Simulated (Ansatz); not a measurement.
# Ag(110) / 3 layers Pd(110) / Ag(110): resistance against film thickness, part 2 of 2

Wanted: interface resistance and thickness dependence for Ag(110) / 3 layers Pd(110) / Ag(110).

Ansatz 0.2.0; Ansatz plane-wave DFT, PBE, PAW files; ballistic transport by layer matching (Landauer), zero bias.

So far. Step 2 (With 3 layers): The lead's potential steps by 1.7 meV from period to period, small in itself. The program estimates the junction's conductance to 5.2 % from the k-mesh, 1.5 % from the leads' distance from neutral and 0.4 % from their steps. Step 3 (With 5 layers, k-mesh 13×9×1, film layers 5): The conductance of the junction is 6.0e14 S/m², 7.4 % over the 5.6e14 S/m² of the last finished run, no more than the error estimates, leads' steps apart, of 5.2 and 4.7 % together.

## 4. With 6 layers, k-mesh 13×9×1, film layers 6

The stack now holds 6 film layers; the k-mesh follows the cell, and the energies span -0.27 to 0.27 eV.

System of this step: Ag(110) / 6 layers Pd(110) / Ag(110). The cell holds 18 atoms: 12 Ag and 6 Pd. Its edges and angles: a = 2.889 Å, b = 4.086 Å, c = 24.814 Å, α = 90.0°, β = 90.0°, γ = 90.0°. It derives from Ag and Pd. Regions: lead, 12 atoms (12 Ag); films, 6 atoms (6 Pd). The structure is stacked along c, and the current runs across the ab planes.

input.yaml reads:

```yaml
crystal:
  lattice:
    - [2.8893797293, 0.0, 0.0]
    - [0.0, 4.0862, 0.0]
    - [0.0, 0.0, 24.8136477337]
  atoms:
    - { symbol: Ag, position: [0.0, 0.0, 0.0291107918] }
    - { symbol: Ag, position: [0.5, 0.5, 0.0873323753] }
    - { symbol: Ag, position: [0.0, 0.0, 0.1455539589] }
    - { symbol: Ag, position: [0.5, 0.5, 0.2037755424] }
    - { symbol: Ag, position: [0.0, 0.0, 0.261997126] }
    - { symbol: Ag, position: [0.5, 0.5, 0.3202187095] }
    - { symbol: Pd, position: [0.0, 0.0, 0.3744412511] }
    - { symbol: Pd, position: [0.5, 0.5, 0.4246647506] }
    - { symbol: Pd, position: [0.0, 0.0, 0.4748882502] }
    - { symbol: Pd, position: [0.5, 0.5, 0.5251117498] }
    - { symbol: Pd, position: [0.0, 0.0, 0.5753352494] }
    - { symbol: Pd, position: [0.5, 0.5, 0.6255587489] }
    - { symbol: Ag, position: [0.0, 0.0, 0.6797812905] }
    - { symbol: Ag, position: [0.5, 0.5, 0.738002874] }
    - { symbol: Ag, position: [0.0, 0.0, 0.7962244576] }
    - { symbol: Ag, position: [0.5, 0.5, 0.8544460411] }
    - { symbol: Ag, position: [0.0, 0.0, 0.9126676247] }
    - { symbol: Ag, position: [0.5, 0.5, 0.9708892082] }
kpoints:
  mp_grid: { grid: [13, 9, 1] }
hamiltonian:
  xc: pbe
scf:
  occupations: { method: fermi_dirac, width: 0.1 }
output:
  transmission:
    leads: [[0, 1]]
    kmesh: [26, 18]
    e_range: [-0.27, 0.27]
    de: 0.036
  write_potential: true
  write_density: true
  volumetric_format: npy
```

Launch:

```sh
$ ansatz run input.yaml --threads 4 --pin off --max-ram 8192MiB --backend cpu --events-out ev --progress --plain --runs-dir out
```

Numbers of over 12 decimals in the logs are rounded to 6 here.

Log:

```text
[...]
Crystal: 18 atoms, lattice volume = 292.964 Å³
Basis set: ecut = 420 eV, 5715 PW (Γ)
Bands: 202, of which v1, the nominal top of the filled ones, is band 168 counted from 1 (167 counted from 0)
Symmetry: 8 space group operations
[...]
k-points: 35 of 117
[...]
--- Transmission ---
  basis      : 101 plane waves across, 37 finite elements along
  points     : 140, standing for a mesh of 26 x 18
[...]
filled         : 5.2 meV over the level at which it is neutral
    channels       : 1.382479e0 a spin
[...]
slowest decay  : 0.0677 /Å at (0.0769, 0.5000)
  junction   : crystal 0 to crystal 0, 0.70 to 24.07 Å
    transmission   : 8.305850e-1 a spin
[...]
resistance     : 7.1043e-4 Ω µm² beyond half of each lead's own
[key lines of the parts left out:]
SCF converged after 10 iterations
Free energy (F): -132923.069366 eV
Fermi energy:    18.081216 eV
```

It took 3.6 min on 4 threads of Arm Neoverse V2, shared host; peak memory 2.1 GiB.

This step gave:

| Quantity | Value |
| --- | --- |
| free energy | -132923.0694 eV |
| energy at zero smearing | -132922.8500 eV |
| Fermi energy | 18.08 eV |
| step of the lead's potential | 3.2 meV |
| ballistic conductance of the lead | 9.05e14 S/m² |
| estimated errors of the lead's conductance | 0, 4.8, 0 % (band edges, k-mesh, distance from neutral) |
| lead conductance per cell | 1.379 G₀ |
| conductance of the junction | 5.51e14 S/m² |
| junction conductance per cell | 0.8392 G₀ |
| estimated errors of the junction's conductance | 0.1, 0, 5.1, 2.1, 0.3 % (energy step, band edges, k-mesh, leads' steps, distance from neutral) |
| area resistance that the stack adds (contact term taken off, spin by spin) | 0.7104 fΩ m² |

Per spin. Transmission, zone mean against energy, zero at the Fermi level:

```
energy (eV)  transmission, zone mean
     -0.270                    0.748
     -0.234                    0.777
     -0.198                    0.764
     -0.162                    0.771
     -0.126                    0.715
     -0.090                    0.755
     -0.054                    0.815
     -0.018                    0.855
      0.018                    0.831
      0.054                    0.876
      0.090                    0.880
      0.126                    0.892
      0.162                    0.914
      0.198                    0.926
      0.234                    0.934
      0.270                    0.941
```

The conductance of the junction is 5.5e14 S/m², 8.0 % under the 6.0e14 S/m² of the last finished run, no more than the error estimates, leads' steps apart, of 4.7 and 5.1 % together.

## 5. With 8 layers, k-mesh 13×9×1, film layers 8

The stack now holds 8 film layers; the k-mesh follows the cell, and the energies span -0.27 to 0.27 eV.

System of this step: Ag(110) / 8 layers Pd(110) / Ag(110). The cell holds 20 atoms: 12 Ag and 8 Pd. Its edges and angles: a = 2.889 Å, b = 4.086 Å, c = 27.306 Å, α = 90.0°, β = 90.0°, γ = 90.0°. It derives from Ag and Pd. Regions: lead, 12 atoms (12 Ag); films, 8 atoms (8 Pd). The structure is stacked along c, and the current runs across the ab planes.

input.yaml reads:

```yaml
crystal:
  lattice:
    - [2.8893797293, 0.0, 0.0]
    - [0.0, 4.0862, 0.0]
    - [0.0, 0.0, 27.3061041864]
  atoms:
    - { symbol: Ag, position: [0.0, 0.0, 0.0264536064] }
    - { symbol: Ag, position: [0.5, 0.5, 0.0793608192] }
    - { symbol: Ag, position: [0.0, 0.0, 0.132268032] }
    - { symbol: Ag, position: [0.5, 0.5, 0.1851752448] }
    - { symbol: Ag, position: [0.0, 0.0, 0.2380824576] }
    - { symbol: Ag, position: [0.5, 0.5, 0.2909896703] }
    - { symbol: Pd, position: [0.0, 0.0, 0.3402628671] }
    - { symbol: Pd, position: [0.5, 0.5, 0.385902048] }
    - { symbol: Pd, position: [0.0, 0.0, 0.4315412288] }
    - { symbol: Pd, position: [0.5, 0.5, 0.4771804096] }
    - { symbol: Pd, position: [0.0, 0.0, 0.5228195904] }
    - { symbol: Pd, position: [0.5, 0.5, 0.5684587712] }
    - { symbol: Pd, position: [0.0, 0.0, 0.614097952] }
    - { symbol: Pd, position: [0.5, 0.5, 0.6597371329] }
    - { symbol: Ag, position: [0.0, 0.0, 0.7090103297] }
    - { symbol: Ag, position: [0.5, 0.5, 0.7619175424] }
    - { symbol: Ag, position: [0.0, 0.0, 0.8148247552] }
    - { symbol: Ag, position: [0.5, 0.5, 0.867731968] }
    - { symbol: Ag, position: [0.0, 0.0, 0.9206391808] }
    - { symbol: Ag, position: [0.5, 0.5, 0.9735463936] }
kpoints:
  mp_grid: { grid: [13, 9, 1] }
hamiltonian:
  xc: pbe
scf:
  occupations: { method: fermi_dirac, width: 0.1 }
output:
  transmission:
    leads: [[0, 1]]
    kmesh: [26, 18]
    e_range: [-0.27, 0.27]
    de: 0.036
  write_potential: true
  write_density: true
  volumetric_format: npy
```

Log:

```text
[...]
Crystal: 20 atoms, lattice volume = 322.392 Å³
Basis set: ecut = 420 eV, 6275 PW (Γ)
Bands: 224, of which v1, the nominal top of the filled ones, is band 186 counted from 1 (185 counted from 0)
Symmetry: 8 space group operations
[...]
k-points: 35 of 117
[...]
--- Transmission ---
  basis      : 101 plane waves across, 42 finite elements along
  points     : 140, standing for a mesh of 26 x 18
[...]
filled         : 17.3 meV under the level at which it is neutral
    channels       : 1.382479e0 a spin
[...]
slowest decay  : 0.0590 /Å at (0.0769, 0.5000)
  junction   : crystal 0 to crystal 0, 0.70 to 26.56 Å
    transmission   : 8.053347e-1 a spin
[...]
resistance     : 7.7954e-4 Ω µm² beyond half of each lead's own
[key lines of the parts left out:]
SCF converged after 11 iterations
Free energy (F): -146868.672972 eV
Fermi energy:    18.239379 eV
```

Elapsed: 4.4 min, on 4 threads; peak memory 2.5 GiB.

Numbers from this step:

```
free energy                                                                : -146868.6730 eV
energy at zero smearing                                                    : -146868.4255 eV
Fermi energy                                                               : 18.24 eV
step of the lead's potential                                               : 1.5 meV
ballistic conductance of the lead                                          : 9.03e14 S/m²
estimated errors of the lead's conductance                                 : 0, 4.7, 0.2 % (band edges, k-mesh, distance from neutral)
lead conductance per cell                                                  : 1.376 G₀
conductance of the junction                                                : 5.30e14 S/m²
junction conductance per cell                                              : 0.8074 G₀
estimated errors of the junction's conductance                             : 0.1, 0, 6.3, 1.2, 1 % (energy step, band edges, k-mesh, leads' steps, distance from neutral)
area resistance that the stack adds (contact term taken off, spin by spin) : 0.7795 fΩ m²
```

Per spin. Table of transmission, zone mean by energy, zero at the Fermi level:

```csv
energy (eV),"transmission, zone mean"
-0.270,0.770
-0.234,0.775
-0.198,0.813
-0.162,0.805
-0.126,0.781
-0.090,0.787
-0.054,0.795
-0.018,0.798
0.018,0.805
0.054,0.831
0.090,0.874
0.126,0.907
0.162,0.920
0.198,0.946
0.234,0.945
0.270,0.952
```

The conductance of the junction is 5.3e14 S/m², 3.8 % under the 5.5e14 S/m² of the last finished run, within the error estimates, leads' steps apart, of 5.1 and 6.3 %.

## 6. With 10 layers, k-mesh 13×9×1, film layers 10

The stack now holds 10 film layers; the k-mesh follows the cell, and the energies span -0.27 to 0.27 eV.

System of this step: Ag(110) / 10 layers Pd(110) / Ag(110). The cell holds 22 atoms: 12 Ag and 10 Pd. Its edges and angles: a = 2.889 Å, b = 4.086 Å, c = 29.799 Å, α = 90.0°, β = 90.0°, γ = 90.0°. It derives from Ag and Pd. Regions: lead, 12 atoms (12 Ag); films, 10 atoms (10 Pd). The structure is stacked along c, and the current runs across the ab planes.

input.yaml reads:

```yaml
crystal:
  lattice:
    - [2.8893797293, 0.0, 0.0]
    - [0.0, 4.0862, 0.0]
    - [0.0, 0.0, 29.798560639]
  atoms:
    - { symbol: Ag, position: [0.0, 0.0, 0.0242409337] }
    - { symbol: Ag, position: [0.5, 0.5, 0.0727228011] }
    - { symbol: Ag, position: [0.0, 0.0, 0.1212046684] }
    - { symbol: Ag, position: [0.5, 0.5, 0.1696865358] }
    - { symbol: Ag, position: [0.0, 0.0, 0.2181684032] }
    - { symbol: Ag, position: [0.5, 0.5, 0.2666502705] }
    - { symbol: Pd, position: [0.0, 0.0, 0.3118020838] }
    - { symbol: Pd, position: [0.5, 0.5, 0.3536238429] }
    - { symbol: Pd, position: [0.0, 0.0, 0.3954456021] }
    - { symbol: Pd, position: [0.5, 0.5, 0.4372673613] }
    - { symbol: Pd, position: [0.0, 0.0, 0.4790891204] }
    - { symbol: Pd, position: [0.5, 0.5, 0.5209108796] }
    - { symbol: Pd, position: [0.0, 0.0, 0.5627326387] }
    - { symbol: Pd, position: [0.5, 0.5, 0.6045543979] }
    - { symbol: Pd, position: [0.0, 0.0, 0.6463761571] }
    - { symbol: Pd, position: [0.5, 0.5, 0.6881979162] }
    - { symbol: Ag, position: [0.0, 0.0, 0.7333497295] }
    - { symbol: Ag, position: [0.5, 0.5, 0.7818315968] }
    - { symbol: Ag, position: [0.0, 0.0, 0.8303134642] }
    - { symbol: Ag, position: [0.5, 0.5, 0.8787953316] }
    - { symbol: Ag, position: [0.0, 0.0, 0.9272771989] }
    - { symbol: Ag, position: [0.5, 0.5, 0.9757590663] }
kpoints:
  mp_grid: { grid: [13, 9, 1] }
hamiltonian:
  xc: pbe
scf:
  occupations: { method: fermi_dirac, width: 0.1 }
output:
  transmission:
    leads: [[0, 1]]
    kmesh: [26, 18]
    e_range: [-0.27, 0.27]
    de: 0.036
  write_potential: true
  write_density: true
  volumetric_format: npy
```

Log:

```text
[...]
Crystal: 22 atoms, lattice volume = 351.819 Å³
Basis set: ecut = 420 eV, 6859 PW (Γ)
Bands: 245, of which v1, the nominal top of the filled ones, is band 204 counted from 1 (203 counted from 0)
Symmetry: 8 space group operations
[...]
k-points: 35 of 117
[...]
--- Transmission ---
  basis      : 101 plane waves across, 46 finite elements along
  points     : 140, standing for a mesh of 26 x 18
[...]
filled         : 54.9 meV over the level at which it is neutral
    channels       : 1.386752e0 a spin
[...]
slowest decay  : 0.0836 /Å at (0.0769, 0.5000)
  junction   : crystal 0 to crystal 0, 0.70 to 29.05 Å
    transmission   : 7.872964e-1 a spin
[...]
resistance     : 8.1163e-4 Ω µm² beyond half of each lead's own
[key lines of the parts left out:]
SCF converged after 11 iterations
Free energy (F): -160814.095880 eV
Fermi energy:    18.426163 eV
```

Wall time 5 min (4 threads); peak memory 3 GiB; 19 min of CPU time.

This step gave:

* free energy: -160814.0959 eV
* energy at zero smearing: -160813.8079 eV
* Fermi energy: 18.43 eV
* step of the lead's potential: 0.5 meV
* ballistic conductance of the lead: 9.07e14 S/m²
* estimated errors of the lead's conductance: 0, 4.8, 0.3 % (band edges, k-mesh, distance from neutral)
* lead conductance per cell: 1.382 G₀
* conductance of the junction: 5.22e14 S/m²
* junction conductance per cell: 0.7961 G₀
* estimated errors of the junction's conductance: 0.1, 0, 5.3, 0.7, 0.3 % (energy step, band edges, k-mesh, leads' steps, distance from neutral)
* area resistance that the stack adds (contact term taken off, spin by spin): 0.8116 fΩ m²

Per spin. Transmission, zone mean against energy, zero at the Fermi level:

```csv
energy (eV),"transmission, zone mean"
-0.270,0.760
-0.234,0.791
-0.198,0.800
-0.162,0.820
-0.126,0.759
-0.090,0.799
-0.054,0.796
-0.018,0.772
0.018,0.787
0.054,0.812
0.090,0.837
0.126,0.848
0.162,0.888
0.198,0.915
0.234,0.930
0.270,0.951
```

The conductance of the junction is 5.2e14 S/m², 1.4 % under the 5.3e14 S/m² of the last finished run, within the error estimates, leads' steps apart, of 6.3 and 5.3 %.

## 7. All levels side by side

Times are for 4 threads of Arm Neoverse V2, shared host. The runs compared:

| no. | film layers | area resistance that the stack adds (contact term taken off, spin by spin) (fΩ m²) | conductance of the junction (S/m²) | time | memory (GiB) |
| --- | --- | --- | --- | --- | --- |
| 1 | 3 | 0.6896 | 5.58e14 | 5.9 min | 2.6 |
| 2 | 5 | 0.5631 | 5.99e14 | 3.6 min | 2.2 |
| 3 | 6 | 0.7104 | 5.51e14 | 3.6 min | 2.1 |
| 4 | 8 | 0.7795 | 5.30e14 | 4.4 min | 2.5 |
| 5 | 10 | 0.8116 | 5.22e14 | 5 min | 3.0 |

## 8. With 5 layers

The same run once more with an input made wrong on purpose.

This step: Ansatz plane-wave DFT, PBE, PAW files; ballistic transport by layer matching (Landauer), zero bias; changed: scf.mixing = {"algorithm": "anderson", "beta": 1.0, "ndim": 1, "preconditioner": "none"}, scf.max_iter = 100 (Ansatz 0.2.0).

System of this step: Ag(110) / 5 layers Pd(110) / Ag(110). The cell holds 18 atoms: 13 Ag and 5 Pd. Its edges and angles: a = 2.889 Å, b = 4.086 Å, c = 25.012 Å, α = 90.0°, β = 90.0°, γ = 90.0°. It derives from Ag and Pd. Regions: lead, 13 atoms (13 Ag); films, 5 atoms (5 Pd). The structure is stacked along c, and the current runs across the ab planes.

input.yaml reads:

```yaml
crystal:
  lattice:
    - [2.8893797293, 0.0, 0.0]
    - [0.0, 4.0862, 0.0]
    - [0.0, 0.0, 25.012109372]
  atoms:
    - { symbol: Ag, position: [0.0, 0.0, 0.0288798086] }
    - { symbol: Ag, position: [0.5, 0.5, 0.0866394259] }
    - { symbol: Ag, position: [0.0, 0.0, 0.1443990432] }
    - { symbol: Ag, position: [0.5, 0.5, 0.2021586605] }
    - { symbol: Ag, position: [0.0, 0.0, 0.2599182778] }
    - { symbol: Ag, position: [0.5, 0.5, 0.317677895] }
    - { symbol: Pd, position: [0.0, 0.0, 0.3714702012] }
    - { symbol: Pd, position: [0.5, 0.5, 0.4212951963] }
    - { symbol: Pd, position: [0.0, 0.0, 0.4711201914] }
    - { symbol: Pd, position: [0.5, 0.5, 0.5209451864] }
    - { symbol: Pd, position: [0.0, 0.0, 0.5707701815] }
    - { symbol: Ag, position: [0.5, 0.5, 0.6245624877] }
    - { symbol: Ag, position: [0.0, 0.0, 0.682322105] }
    - { symbol: Ag, position: [0.5, 0.5, 0.7400817222] }
    - { symbol: Ag, position: [0.0, 0.0, 0.7978413395] }
    - { symbol: Ag, position: [0.5, 0.5, 0.8556009568] }
    - { symbol: Ag, position: [0.0, 0.0, 0.9133605741] }
    - { symbol: Ag, position: [0.5, 0.5, 0.9711201914] }
kpoints:
  mp_grid: { grid: [13, 9, 1] }
hamiltonian:
  xc: pbe
scf:
  occupations: { method: fermi_dirac, width: 0.1 }
  mixing: { algorithm: anderson, beta: 1.0, ndim: 1, preconditioner: none }
  max_iter: 100
output:
  transmission:
    leads: [[0, 1]]
    kmesh: [26, 18]
    e_range: [-0.27, 0.27]
    de: 0.036
  write_potential: true
  write_density: true
  volumetric_format: npy
```

Log:

```text
Engine: ansatz 0.2.0, aarch64-unknown-linux-gnu
Pseudopotentials: kind: paw
Pseudopotential: Ag, paw, valence charge 19, recommended cutoff 420 eV (normal), Ag.paw.azcp
Pseudopotential: Pd, paw, valence charge 18, recommended cutoff 420 eV (normal), Pd.paw.azcp
Functional definition: PBE
  parameter kappa = 0.804
  parameter beta = 0.066725
  exchange = pbe_x(kappa = kappa, mu = beta*pi^2/3)
  correlation = pbe_c(beta = beta)
Crystal: 18 atoms, lattice volume = 295.308 Å³
Basis set: ecut = 420 eV, 5767 PW (Γ)
Bands: 203, of which v1, the nominal top of the filled ones, is band 169 counted from 1 (168 counted from 0)
Symmetry: 8 space group operations
Space group: Pmmm (ITA 47), of the structure as read, at distance tolerance 6.7e-5 Å
k-points: 35 of 117
Non-local potential: Ag, projectors of the file, l = 0: 3, l = 1: 2, l = 2: 2, l = 3: 1
Non-local potential: Pd, projectors of the file, l = 0: 2, l = 1: 2, l = 2: 2, l = 3: 1
PAW form: soft (Blöchl's): semilocal exchange-correlation on the pseudo side does not see the compensation charge
PAW one-centre angular grid: Ag, 590 points (default); XC on 64 Gauss nodes
PAW one-centre angular grid: Pd, 590 points (default); XC on 64 Gauss nodes
Initial density: superposition of atomic densities (neutral atoms: chi_scale 0, normalization atom), corrected by the library's trained network
Initial wavefunctions: pseudopotential atomic-orbital guess
Functional: x = pbe(κ = 0.804, μ = 0.219515), c = pbe(β = 0.066725)
SCF iter   1: F=—  HF=-133541.101070 eV  |F-HF|=—  |Δ(HF+E_count)|=         —  Δρ=1.41e-2  dr2=1.79e1  ethr=1.77e-3  ⟨swp⟩=5.0  Hψ=22842  notcnv=0  defer=513
SCF iter   2: F=—  HF=-135202.493695 eV  |F-HF|=—  |Δ(HF+E_count)|=    1.66e3  Δρ=9.48e-1  dr2=1.58e5  ethr=1.77e-3  ⟨swp⟩=38.0  Hψ=146489  notcnv=0  defer=897
SCF iter   3: F=—  HF=-1012005.165454 eV  |F-HF|=—  |Δ(HF+E_count)|=    8.77e5  Δρ=3.45e0  dr2=2.08e6  ethr=1.77e-3  ⟨swp⟩=46.0  Hψ=496092  notcnv=6013  defer=1092
SCF iter   4: F=—  HF=-2897683.397657 eV  |F-HF|=—  |Δ(HF+E_count)|=    1.89e6  Δρ=5.00e0  dr2=3.77e6  ethr=1.77e-3  ⟨swp⟩=46.0  Hψ=493150  notcnv=5904  defer=1201
SCF iter   5: F=—  HF=-2683890.269738 eV  |F-HF|=—  |Δ(HF+E_count)|=    2.14e5  Δρ=5.58e0  dr2=3.80e6  ethr=1.77e-3  ⟨swp⟩=46.0  Hψ=466089  notcnv=5890  defer=1212
WARN: SCF iteration 5: the Harris–Foulkes energy stands at -2.6839e6 eV, against -133541.1011 eV at iteration 1 (that of least residual so far), and has stood under the runaway watch's bar for 3 iterations running; the SCF is not ended for it (`scf.max_iter` in the input reference has the rule and what to try)
SCF iter   6: F=—  HF=-2915433.131001 eV  |F-HF|=—  |Δ(HF+E_count)|=    2.32e5  Δρ=5.55e0  dr2=3.85e6  ethr=1.77e-3  ⟨swp⟩=46.0  Hψ=474375  notcnv=5891  defer=1214
SCF iter   7: F=—  HF=-2738712.120081 eV  |F-HF|=—  |Δ(HF+E_count)|=    1.77e5  Δρ=5.58e0  dr2=3.88e6  ethr=1.77e-3  ⟨swp⟩=46.0  Hψ=454554  notcnv=5877  defer=1217
SCF iter   8: F=—  HF=-2945180.358453 eV  |F-HF|=—  |Δ(HF+E_count)|=    2.06e5  Δρ=5.62e0  dr2=3.91e6  ethr=1.77e-3  ⟨swp⟩=46.0  Hψ=475930  notcnv=5888  defer=1217
SCF iter   9: F=—  HF=-2766496.279750 eV  |F-HF|=—  |Δ(HF+E_count)|=    1.79e5  Δρ=5.64e0  dr2=3.91e6  ethr=1.77e-3  ⟨swp⟩=46.0  Hψ=456938  notcnv=5860  defer=1210
SCF iter  10: F=—  HF=-2955251.689726 eV  |F-HF|=—  |Δ(HF+E_count)|=    1.89e5  Δρ=5.64e0  dr2=3.92e6  ethr=1.77e-3  ⟨swp⟩=46.0  Hψ=468719  notcnv=5909  defer=1196
SCF iter  11: F=—  HF=-2775956.862079 eV  |F-HF|=—  |Δ(HF+E_count)|=    1.79e5  Δρ=5.65e0  dr2=3.90e6  ethr=1.77e-3  ⟨swp⟩=46.0  Hψ=457334  notcnv=5846  defer=1217
```

Elapsed: 10 min, on 4 threads; peak memory 2.4 GiB.

Residual by cycle:

cycle, log10 residual and a bar from the least value:
```
        1        1.3 
        2        5.2 ######################
        3        6.3 ############################
        4        6.6 ##############################
        5        6.6 ##############################
        6        6.6 ##############################
        7        6.6 ##############################
        8        6.6 ##############################
        9        6.6 ##############################
       10        6.6 ##############################
       11        6.6 ##############################
```

The run was cut off at its time limit.

After 11 cycles the residual stands at 3.9e6.

The fault put into the input: mixing far too strong (scf.mixing).

## 9. What came out

| Property | Result |
| --- | --- |
| area resistance, 3 layers | 0.690 fΩ m² |
| area resistance, 5 layers | 0.563 fΩ m² |
| area resistance, 6 layers | 0.710 fΩ m² |
| area resistance, 8 layers | 0.780 fΩ m² |
| area resistance, 10 layers | 0.812 fΩ m² |

**Reading.** The stack adds 0.69 fΩ m² with 3 layers and 0.81 fΩ m² with 10. From 5 to 10 layers it grows by 44 %, though no single step exceeds the two runs' error estimates together; nothing scatters inside a perfect film, so this is no ohmic growth. Atoms sit on ideal sites and aren't relaxed. Pd(110) is stretched by 5.0 % in plane to fit Ag(110), at its own atomic volume.

[Logs are printed without paths, hosts, clocks, repeated set-up lines and the standing remarks that a program may print on its own settings, such as how far it seeks lower states.]

[Hosts, paths, dates, database ids (printed as entryN), source tags and the programs' standing remarks are cut or masked in the printed files.]
